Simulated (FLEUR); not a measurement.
Runs of FLEUR MaX-R8.1 (later development tree) on WC (Qusongite). Symmetry: P-6m2, No. 187, hexagonal system. The conventional cell has a = 2.907 Å, b = 2.907 Å, c = 2.837 Å, α = 90.00°, β = 90.00°, γ = 120.00°. Around W (site symmetry -6m2) lie 6 C at 2.20 Å. Around C (site symmetry -6m2) lie 6 W at 2.20 Å. 

```csv
task,level,gmax,muffin-tin radii,lnonsphr,max iterations,mixing factor,kmax,gap on the mesh (eV),V0 of scaled cells (Å³/atom),B0 (GPa)
equation of state,PBE,15.6 1/bohr,"W 2.3, C 1.43 bohr",-,-,-,5.03 1/bohr,-,10.53,(a)
equation of state,PBEsol,15.6 1/bohr,"W 2.3, C 1.43 bohr","W 10, C 8",-,-,5.03 1/bohr,-,10.29,410
equation of state,r2SCAN,15.6 1/bohr,"W 2.3, C 1.43 bohr","W 10, C 8",-,-,5.03 1/bohr,-,(c),404
equation of state,PBEsol,15.6 1/bohr,"W 2.3, C 1.43 bohr",-,-,-,5.03 1/bohr,-,10.29,410
single point,PBE,15.6 1/bohr,"W 2.3, C 1.43 bohr",-,60,0.05,5.03 1/bohr,none,-,-
equation of state,AM05,15.6 1/bohr,"W 2.3, C 1.43 bohr",-,-,-,5.03 1/bohr,-,10.23,414
equation of state,BLYP,15.6 1/bohr,"W 2.3, C 1.43 bohr",-,-,-,5.03 1/bohr,-,10.89,(b)
single point,PBEsol,15.6 1/bohr,"W 2.3, C 1.43 bohr","W 10, C 8",60,0.05,5.03 1/bohr,none,-,-
```

Alike in all rows: potentials or basis all-electron, FLAPW; no spin polarisation; cell as given; k mesh 10 × 10 × 9; smearing fermi-dirac 0.05 eV.

Task: Estimate the missing entries.

Result: (a) 386; (b) 351; (c) 10.42.

Caveats: the cell was scaled at fixed shape and fractional positions, which overstates the stiffness of a crystal with free parameters, most of all of layers and chains (some runs); the meta-GGA is that of a development version, with a GGA for the radial functions and cores and without core tails (some runs).

A k mesh can miss the band edges, and the runs leave out spin-orbit coupling on W.

A gap of «none» marks a metal or a gap under the smearing width.

Not every run made on this cell is shown here.
